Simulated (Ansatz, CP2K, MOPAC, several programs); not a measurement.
Energy against volume for BaS in the CsCl structure, at fixed shape and fractional coordinates, computed by several methods (PBE and r2SCAN, where shown, with plane waves in Ansatz); the cell shown is that of r2SCAN. It is cubic, Pm-3m (No. 221); conventional cell a = 3.834 Å, 28.17 Å³ an atom. Ba is surrounded by 8 S at 3.32 Å; S is surrounded by 8 Ba at 3.32 Å. The cell comes from a prototype generator: it can be a known phase or a hypothetical one. Spin polarisation is off. Energies count from each curve's lowest point; fits are third-order Birch-Murnaghan.

Space group Pm-3m (No. 221). a = 3.834 Å, b = 3.834 Å, c = 3.834 Å, α = 90.00°, β = 90.00°, γ = 90.00°
```csv
atom,site,symmetry,x,y,z
Ba,1a,m-3m,0.0000,0.0000,0.0000
S,1b,m-3m,0.5000,0.5000,0.5000
```

Question: PBE/DZVP (CP2K), on the shape of the cell shown, gives
```tsv
V (Å³/atom)	E (meV/atom)
24.793	118.31
26.483	36.76
28.174	1.48
29.864	0.00
31.555	23.31
```
What equilibrium volume and bulk modulus follow?

Answer: V₀ = 29.09 Å³ an atom and B₀ = 46 GPa.

light PBE (260 eV, its own mesh), on the shape of the cell shown:
```csv
V (Å³/atom),E (meV/atom)
25.920,39.39
27.047,11.30
28.174,0.00
29.301,4.46
30.428,17.97
31.555,40.57
```
The points scatter about a smooth fit, as a low cutoff and a light mesh can make them, so no fit is quoted.

PBE, on the shape of its own relaxed cell:
```csv
V (Å³/atom),E (meV/atom)
26.642,16.11
27.492,3.81
28.343,0.00
29.193,3.43
30.043,13.03
```
V₀ = 28.34 Å³ an atom and B₀ = 45 GPa.

PBE/SZV (CP2K), on the shape of the cell shown:

| V (Å³/atom) | E (meV/atom) |
| --- | --- |
| 24.793 | 686.12 |
| 26.483 | 437.36 |
| 28.174 | 250.54 |
| 29.864 | 109.68 |
| 31.555 | 0.00 |

The lowest point is an end point, so the minimum isn't bracketed.

PM7 (MOPAC), on the shape of the cell shown, as a cluster of 54 atoms at the zone centre:
```
V (Å³/atom)  E (meV/atom)
     24.793        252.09
     26.483         97.15
     28.174          3.48
     29.864          0.00
     31.555         59.15
```
This method closes the gap of a crystal that DFT finds insulating, so its curve rests on a wrong state.
The points scatter about a smooth fit, so no fit is quoted.

Spin-orbit coupling is left out.
